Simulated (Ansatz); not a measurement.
BeSe (F-43m)

Computed with Ansatz, DFT PBE, scalar-relativistic, plane waves, PAW.

Cutoff 420 eV; k points 8×8×8 on the computed 2-atom cell (Γ-centred); Gaussian smearing, width 0.02 eV; no spin polarisation.

The structure is relaxed at this level of theory with its symmetry kept.

```cif
data_structure
_symmetry_space_group_name_H-M 'F-43m'
_symmetry_Int_Tables_number 216
_cell_length_a 5.1777
_cell_length_b 5.1777
_cell_length_c 5.1777
_cell_angle_alpha 90.000
_cell_angle_beta 90.000
_cell_angle_gamma 90.000
_cell_volume 138.80
loop_
_atom_site_label
_atom_site_type_symbol
_atom_site_symmetry_multiplicity
_atom_site_Wyckoff_symbol
_atom_site_fract_x
_atom_site_fract_y
_atom_site_fract_z
_atom_site_occupancy
Be1 Be 4 a 0.00000 0.00000 0.00000 1
Se1 Se 4 d 0.25000 0.25000 0.75000 1
```

- Space group: F-43m (No. 216)
- Volume per atom: 17.35 Å³
- Formation energy from the elements' standard states (uncorrected): -0.797 eV/atom
- Kohn–Sham band gap: 2.67 eV, indirect from Γ to X
- Löwdin character of the top 1 eV of the valence band: Se 4p 92 %, unprojected 7 %
- Electron masses at the edge by Cartesian direction of the standard setting (m_e; degenerate bands sorted by energy; no spin-orbit coupling): x: 0.90; y: 0.27; z: 0.27
- Hole masses at the edge by Cartesian direction of the standard setting (m_e; degenerate bands sorted by energy; no spin-orbit coupling): x: 0.48, 0.48, 0.24; y: 0.48, 0.48, 0.24; z: 0.48, 0.48, 0.24
- Bulk modulus: 75 GPa
- Its pressure derivative: 3.9
- Electronic dielectric constant xx, yy, zz of the standard setting (independent particles): 6.4, 6.4, 6.4
- Bader charges (e): Be (1 in the cell) 1.57, Se (1 in the cell) -1.57